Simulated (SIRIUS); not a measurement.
Write an ASE script for SIRIUS 7.12.0 that does the following.

- Task: relaxation of the atoms
- Functional: OPBE
- Potentials or basis: in-house norm-conserving set, PBE (scalar relativistic)
- Cutoff: 1254 eV
- Density cutoff: 5016 eV
- k mesh: 3 × 3 × 4
- Occupations: fermi-dirac, width 0.2 eV
- Spin: no spin polarisation
- Libxc names: ["XC_GGA_X_OPTX", "XC_GGA_C_PBE"]
- Energy tol: 1e-08 Ha
- Density tol: 1e-06
- Mixer: anderson
- Mixing beta: 0.7
- Max scf: 100
- Optimizer: LBFGS
- Fmax: 0.01 eV/Å
- Max steps: 30

The structure of SnO2 (Cassiterite) lies in SnO2.xyz:

```xyz
6
Lattice="4.7380000000 0.0000000000 0.0000000000 0.0000000000 4.7380000000 0.0000000000 0.0000000000 0.0000000000 3.1865000000" Properties=species:S:1:pos:R:3 pbc="T T T"
Sn     2.3690000000      2.3690000000      1.5932500000
Sn     0.0000000000      0.0000000000      0.0000000000
O      3.8240398000      0.9139602000      1.5932500000
O      3.2829602000      3.2829602000      0.0000000000
O      0.9139602000      3.8240398000      1.5932500000
O      1.4550398000      1.4550398000      0.0000000000
```

These files were run (other wordings do the same):

run.py

```python
import json, subprocess
import numpy as np
from ase import Atoms
from ase.io import read
from ase.calculators.calculator import Calculator, all_changes
from ase.units import Bohr, Hartree, GPa
from ase.optimize import LBFGS

class Sirius(Calculator):
    """Writes sirius.json, runs sirius.scf and reads out.json."""
    implemented_properties = ["energy", "free_energy", "forces", "stress", "magmom"]

    def __init__(self, config, files):
        super().__init__()
        self.config, self.files, self.calls = config, files, 0

    def calculate(self, atoms=None, properties=["energy"], system_changes=all_changes):
        super().calculate(atoms, properties, system_changes)
        symbols = atoms.get_chemical_symbols()
        types = list(dict.fromkeys(symbols))
        order = [i for t in types for i, s in enumerate(symbols) if s == t]
        frac = atoms.get_scaled_positions(wrap=False)
        m = atoms.get_initial_magnetic_moments()
        m = m if m.ndim == 2 else np.c_[0 * m, 0 * m, m]
        spin = self.config["parameters"]["num_mag_dims"] > 0
        rows = {t: [list(frac[i]) + (list(m[i]) if spin else []) for i in order if symbols[i] == t] for t in types}
        cell = {"lattice_vectors": (atoms.cell[:] / Bohr).tolist(), "atom_types": types, "atom_files": self.files, "atoms": rows}
        json.dump({**self.config, "unit_cell": cell}, open("sirius.json", "w"), indent=1)
        self.calls += 1
        with open(f"sirius_{self.calls:03d}.out", "w") as log:
            subprocess.run(["sirius.scf", "--input=sirius.json", "--output=out.json"], stdout=log, stderr=subprocess.STDOUT, check=True)
        gs = json.load(open("out.json"))["ground_state"]
        if not gs["converged"]:
            raise RuntimeError("SCF did not converge")
        self.results = {"energy": gs["energy"]["free"] * Hartree, "free_energy": gs["energy"]["free"] * Hartree}
        if "forces" in gs:
            f = np.zeros((len(atoms), 3))
            f[order] = np.array(gs["forces"]) * Hartree / Bohr
            self.results["forces"] = f
        if "stress" in gs:
            s = np.array(gs["stress"]) * Hartree / Bohr**3
            self.results["stress"] = s.flat[[0, 4, 8, 5, 2, 1]]
        if spin:
            self.results["magmom"] = gs["magnetisation"]["total"][2]

atoms = read("SnO2.xyz")

config = {
    "control": {
        "processing_unit": 'cpu',
        "verbosity": 1,
        "print_forces": True,
        "print_stress": True,
    },
    "parameters": {
        "electronic_structure_method": 'pseudopotential',
        "xc_functionals": ['XC_GGA_X_OPTX', 'XC_GGA_C_PBE'],
        "gk_cutoff": 9.6,
        "pw_cutoff": 19.2,
        "ngridk": [3, 3, 4],
        "shiftk": [0, 0, 0],
        "smearing": 'fermi_dirac',
        "smearing_width": 0.0073498644,
        "num_bands": 37,
        "num_mag_dims": 0,
        "num_dft_iter": 100,
        "energy_tol": 1e-08,
        "density_tol": 1e-06,
    },
    "iterative_solver": {
        "type": 'davidson',
        "min_tolerance": 1e-10,
    },
    "mixer": {
        "type": 'anderson',
        "beta": 0.7,
        "max_history": 8,
    },
    "settings": {
        "tol_ne": 1e-10,
    },
}
dft = Sirius(config, {'Sn': 'Sn.upf', 'O': 'O.upf'})
atoms.calc = dft
results = {"symbols": atoms.get_chemical_symbols(), "cell": atoms.cell[:].tolist(), "frac": atoms.get_scaled_positions(wrap=False).tolist(), "steps": []}

def note():
    results["steps"].append({"energy": atoms.get_potential_energy(), "cell": atoms.cell[:].tolist(), "positions": atoms.positions.tolist(),
                             "forces": atoms.get_forces().tolist(), "stress": atoms.get_stress().tolist()})
    json.dump(results, open("results.json", "w"))

opt = LBFGS(atoms)
opt.attach(note)
results["converged"] = bool(opt.run(fmax=0.01, steps=30))
print("converged:", results["converged"])
print(atoms.get_scaled_positions().round(6))
json.dump(results, open("results.json", "w"))
```

Potentials or basis: in-house norm-conserving set, PBE (scalar relativistic).

Launch:

```console
$ OMP_NUM_THREADS=1 python run.py
```

It gave:

| Item | Value |
| --- | --- |
| Energy gained by relaxing | 0.2 meV/atom |
| Ionic steps | 3 |
| Pressure after relaxing | 3.3 GPa |
| Band gap on the k mesh | 1.56 eV |

Caveat: the k mesh is coarse (spacing up to 0.49 Å⁻¹), so the values aren't converged; the potentials were made for another functional, which shifts forces and pressure; spin-orbit coupling is left out, which moves the levels of the heavy elements; an odd mesh through Γ misses points on the zone boundary, where band edges often lie.

It took 3.3 min on 1 thread of Intel(R) Xeon(R) 6975P-C (Granite Rapids) (shared host), peak memory 0.43 GiB.
